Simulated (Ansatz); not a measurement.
Geometry optimisation in Ansatz: input, command and trajectory.

```yaml
crystal:
  lattice:
    - [4.1349516837, 0.0, 0.0]
    - [-2.0674758418, 3.5809732016, 0.0]
    - [0.0, 0.0, 5.0100459524]
  atoms:
    - { symbol: Al, position: [0.0, 0.0, 0.0] }
    - { symbol: Al, position: [0.3333333333, 0.6666666667, 0.6490167658] }
    - { symbol: Al, position: [0.6666666667, 0.3333333333, 0.3509832342] }
    - { symbol: Ni, position: [0.3333333333, 0.6666666667, 0.144636878] }
    - { symbol: Ni, position: [0.6666666667, 0.3333333333, 0.855363122] }
basis:
  ecutwfc: 420
kpoints:
  mp_grid: { grid: [12, 12, 8] }
hamiltonian:
  xc: pbesol
scf:
  occupations: { method: gaussian, width: 0.1 }
output:
  forces: true
  stress: true
  eigenvalues: true
  write_density: true
  write_potential: true
  elf: true
  volumetric_format: npy
relax:
  adjacent_minimum: "off"
  f_tol: 0.01
  max_steps: 30
  cell: { stress_tol: 0.1, fix: [volume] }
```

```bash
ansatz run input.yaml --threads 1 --pin off --max-ram 2560MiB --backend cpu --events-out ev --progress --plain --runs-dir out
```

Method: DFT PBEsol, scalar-relativistic, plane waves, PAW in Ansatz.

The volume is held at 1.1 times that of the relaxed cell.

Of 4 frames 3 are shown, positions in Å and forces in eV/Å; the SCF threshold varies from step to step. Steps run on the plane waves of an earlier cell, with a Pulay correction in the pressure. The basis is chosen afresh for the last frame, the zero of the energies, and at times for earlier ones too; energy and pressure step there, also at an unchanged geometry. Spin polarisation was left out; whether the Ni atoms would carry moments isn't shown by this run.

```xyz
5
Lattice="4.1350 0.0000 0.0000 -2.0675 3.5810 0.0000 0.0000 0.0000 5.0100" Properties=species:S:1:pos:R:3:forces:R:3 pbc="T T T" step=1 free_energy_over_end_meV_per_atom=0.09 pressure_GPa=-11.10
Al    0.0000    0.0000    0.0000    0.0000    0.0000    0.0000
Al    0.0000    2.3873    3.2516    0.0000    0.0000    0.0540
Al    2.0675    1.1937    1.7584    0.0000    0.0000   -0.0540
Ni    0.0000    2.3873    0.7246    0.0000    0.0000   -0.0423
Ni    2.0675    1.1937    4.2854    0.0000    0.0000    0.0423
5
Lattice="4.1361 0.0000 0.0000 -2.0680 3.5820 0.0000 0.0000 0.0000 5.0073" Properties=species:S:1:pos:R:3:forces:R:3 pbc="T T T" step=2 free_energy_over_end_meV_per_atom=0.03 pressure_GPa=-11.08
Al    0.0000    0.0000    0.0000    0.0000    0.0000    0.0000
Al    0.0000    2.3880    3.2524    0.0000    0.0000    0.0241
Al    2.0680    1.1940    1.7549    0.0000    0.0000   -0.0241
Ni    0.0000    2.3880    0.7233    0.0000    0.0000   -0.0289
Ni    2.0680    1.1940    4.2840    0.0000    0.0000    0.0289
5
Lattice="4.1367 0.0000 0.0000 -2.0683 3.5825 0.0000 0.0000 0.0000 5.0059" Properties=species:S:1:pos:R:3:forces:R:3 pbc="T T T" step=4 free_energy_over_end_meV_per_atom=0.00 pressure_GPa=-11.05
Al    0.0000    0.0000    0.0000    0.0000    0.0000    0.0000
Al    0.0000    2.3883    3.2534    0.0000    0.0000   -0.0011
Al    2.0683    1.1942    1.7526    0.0000    0.0000    0.0011
Ni    0.0000    2.3883    0.7205    0.0000    0.0000   -0.0009
Ni    2.0683    1.1942    4.2854    0.0000    0.0000    0.0009
```

Time: 70 s on 1 thread of Arm Neoverse V2, with other jobs on the host, peak memory 0.49 GiB.